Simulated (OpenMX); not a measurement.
Crystal: BaTiO3.

```
CELL_PARAMETERS angstrom
2.82737 1.63238 2.31839
-2.82737 1.63238 2.31839
0.00000 -3.26476 2.31839
ATOMIC_POSITIONS crystal
Ba 0.00000 0.00000 0.00000
Ti 0.48450 0.48450 0.48450
O 0.50860 0.01750 0.50860
O 0.01750 0.50860 0.50860
O 0.50860 0.50860 0.01750
```

```yaml
Program: OpenMX 3.8.5
Task: single point
Functional: PBE
Potentials_or_basis: OpenMX 2013 PBE set, Ba10.0-s3p2d2, Ti7.0-s3p2d2, O6.0-s2p2d1, grid cutoff 400 Ry
k_mesh: 7 × 7 × 7
Occupations: fermi-dirac, width 0.05 eV
Spin: no spin polarisation
```

On this cell: pressure 6.6 GPa; largest force 0.262 eV/Å; band gap on the k mesh 2.19 eV, indirect (least direct gap 2.66 eV).

The same run follows on a disturbed copy (atoms moved at random, drawn with an rms of 0.05 Å):

```
Ba Ti O
1.0
     2.82737    1.63238    2.31839
    -2.82737    1.63238    2.31839
     0.00000   -3.26476    2.31839
Ba Ti O
1 1 3
Direct
  0.98732 0.99202 0.00712
  0.48312 0.47259 0.48203
  0.51050 0.00929 0.51653
  0.02118 0.52026 0.51359
  0.51078 0.51392 0.01422
```

**Question.** What changes?

**Answer.** The energy moves by +5.1 meV/atom; pressure 7.0 GPa; largest force 0.519 eV/Å; band gap on the k mesh 2.33 eV, indirect (least direct gap 2.88 eV).

Forces on the atoms (eV/Å):
```
Ba   0.184  0.304  0.048
Ti  -0.254 -0.098  0.286
O   -0.172  0.247  0.114
O    0.018 -0.242 -0.458
O    0.231 -0.212  0.014
```

Caveats: spin-orbit coupling is left out, which moves the levels of the heavy elements; an odd mesh through Γ misses points on the zone boundary, where band edges often lie; the basis of atomic orbitals isn't converged, which shifts pressures, moduli and gaps.
